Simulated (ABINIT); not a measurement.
Runs of ABINIT 10.8.3 (patched build) on HgTe (Coloradoite). The structure is cubic, space group F-43m (No. 216). The conventional cell has a = 6.429 Å, b = 6.429 Å, c = 6.429 Å, α = 90.00°, β = 90.00°, γ = 90.00°. Hg (site symmetry -43m) is surrounded by 4 Te at 2.78 Å. Te (site symmetry -43m) has 4 Hg at 2.78 Å as nearest neighbours. 

| task | level | potentials or basis | cell | k mesh | cutoff (eV) | cell freedom (optcell) | optimiser (ionmov) | cutoff smearing ecutsm (Ha) | force stop (Ha/bohr) | fine-grid cutoff | gap on the mesh (eV) | pressure (GPa) |
| --- | --- | --- | --- | --- | --- | --- | --- | --- | --- | --- | --- | --- |
| relaxation of cell and atoms | PBEsol | JTH PAW PBE v2.0 | relaxed | 5 × 5 × 5 | 408 | 2 | 22 | 0.5 | 2e-05 | 816.342 eV | none | - |
| single point | PBEsol | PseudoDojo NC SR PBEsol v0.4.1 standard | as given | 5 × 5 × 5 | 925 | - | - | - | - | - | none | 1.7 |
| optical spectrum | PBEsol | PseudoDojo NC SR PBEsol v0.4.1 standard | cell relaxed at zero pressure by an earlier run | 6 × 6 × 6, with 4 shifts | 925 | - | - | 0.5 | - | - | - | -0.1 |
| relaxation of cell and atoms | PBEsol | PseudoDojo NC SR PBEsol v0.4.1 standard | relaxed | 5 × 5 × 5 | 925 | 2 | 22 | 0.5 | 2e-05 | - | none | 0.0 |
| single point | PBEsol | PseudoDojo NC SR PBEsol v0.4.1 standard | cell relaxed | 5 × 5 × 5 | 1088 | - | - | - | - | - | none | 0.0 |
| single point | PBEsol | PseudoDojo NC SR PBEsol v0.4.1 standard | cell relaxed | 5 × 5 × 5 | 925 | - | - | - | - | - | none | (a) |
| single point | LDA | PseudoDojo NC SR LDA v0.4.1 standard | as given | 5 × 5 × 5 | 925 | - | - | - | - | - | none | 0.1 |
| single point | PBEsol | JTH PAW PBE v2.0 | cell relaxed | 5 × 5 × 5 | 408 | - | - | - | - | 816.342 eV | none | - |

Alike in all rows: no spin polarisation; smearing fermi-dirac 0.05 eV.

**Question.** Estimate the missing entries.

**Answer.** (a) -0.3.

Caveats: the PAW data sets were made with another functional, which shifts forces and pressure a little (some runs); the cutoff is short for stress, so the pressure is rough (some runs); the intraband (Drude) term is left out (some runs); spectra need much finer meshes, so this one isn't converged (some runs); independent-particle spectra lack excitons (some runs).

A k mesh can miss the band edges, and the runs leave out spin-orbit coupling on Hg, Te.

A gap of «none» marks a metal or a gap under the smearing width.

The runs don't all hold the same shells in valence.

Runs at the PBE level aren't shown here.
